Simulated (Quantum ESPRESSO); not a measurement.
Mo in Quantum ESPRESSO: the effect of target pressure

Mo:

```
Mo
1.0
    -1.58381    1.58381    1.58381
     1.58381   -1.58381    1.58381
     1.58381    1.58381   -1.58381
Mo
1
Direct
  0.00000 0.00000 0.00000
```

Alike in all runs:

- Program: Quantum ESPRESSO 7.5
- Task: phonons
- Functional: PBEsol
- Potentials or basis: PseudoDojo 0.4.1 SR PBEsol standard
- Cutoff: 1088 eV
- Density cutoff: 4354 eV
- k mesh: 10 × 10 × 10
- Occupations: cold, width 0.2 eV
- Spin: no spin polarisation

Each run relaxes the cell or the atoms first.

One run gave: relaxed volume 14.59 Å³/atom; highest phonon frequency 294 cm⁻¹. Which target pressure did it use?
A. 0 GPa
B. 10 GPa
C. 5 GPa
D. 2 GPa
E. 15 GPa

E.

```tsv
target pressure	relaxed volume (Å³/atom)	highest phonon frequency (cm⁻¹)
0 GPa	15.32	265
2 GPa	15.21	269
5 GPa	15.05	275
10 GPa	14.81	285
15 GPa	14.59	294
```

Caveats: the mesh is thin for the phonons of a metal; the cell is more than 3 GPa from zero pressure, which shifts response properties (some runs).

Runs at the PBE level aren't shown here.
